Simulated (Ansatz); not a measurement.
Crystal: Si.

```
CELL_PARAMETERS angstrom
2.66225 -0.03624 -0.00683
-1.36251 2.23176 0.04190
-0.00643 0.04182 2.48776
ATOMIC_POSITIONS crystal
Si 0.00000 0.00000 0.00000
```

This isn't the form of Si at room conditions, which is diamond.

The cell isn't the ideal one: cell sheared at random, sigma 0.03, atoms nudged by 0.01 Å.

| Item | Value |
| --- | --- |
| Program | Ansatz 0.2.0 |
| Task | relaxation of cell and atoms |
| Functional | HSEsol |
| Potentials or basis | Ansatz PAW |
| Cutoff | 420 eV (not typed: the program's choice for these potentials) |
| k mesh | 6 × 6 × 6 |
| Occupations | fermi-dirac, width 0.05 eV |
| Spin | no spin polarisation |

At the start: volume 14.65 Å³/atom.

Q: Where does the relaxation end?

A: It ends after 15 steps and the volume is 14.85 Å³/atom (+1.3 %); space group Cmmm (No. 65, to 0.05 Å).

Step by step:
| step | energy change (eV) | largest force (eV/Å) | volume (Å³) |
| --- | --- | --- | --- |
| 1 | 0.0000 | 0.0000 | 14.65 |
| 2 | -0.0251 | 0.0000 | 14.70 |
| 3 | -0.0390 | 0.0000 | 14.77 |
| 4 | -0.0406 | 0.0000 | 14.77 |
| 5 | -0.0431 | 0.0000 | 14.80 |
| 6 | -0.0458 | 0.0000 | 14.83 |
| 7 | -0.0464 | 0.0000 | 14.86 |
| 8 | -0.0469 | 0.0000 | 14.86 |
| 9 | -0.0470 | 0.0000 | 14.86 |
| 10 | -0.0470 | 0.0000 | 14.85 |
| 11 | -0.0470 | 0.0000 | 14.84 |
| 12 | -0.0470 | 0.0000 | 14.84 |
| 13 | -0.0473 | 0.0000 | 14.84 |
| 14 | -0.0473 | 0.0000 | 14.85 |
| 15 | -0.0473 | 0.0000 | 14.85 |

Final structure:
```yaml
crystal:
  lattice:
    - [2.84055, 0.00243, -0.00394]
    - [-1.42267, 2.13855, 0.00291]
    - [-0.00425, -0.00104, 2.44270]
  atoms:
    - { symbol: Si, position: [0.00000, 0.00000, 0.00000] }
```

Caveat: the k mesh is coarse (spacing up to 0.47 Å⁻¹), so the values aren't converged, least of all with exact exchange; the plane-wave basis is chosen anew once the cell has moved, so the energies of steps on either side of that aren't comparable; the PAW data sets come from PBE, with cores solved anew for the run's functional, which leaves a small shift of forces and pressure.
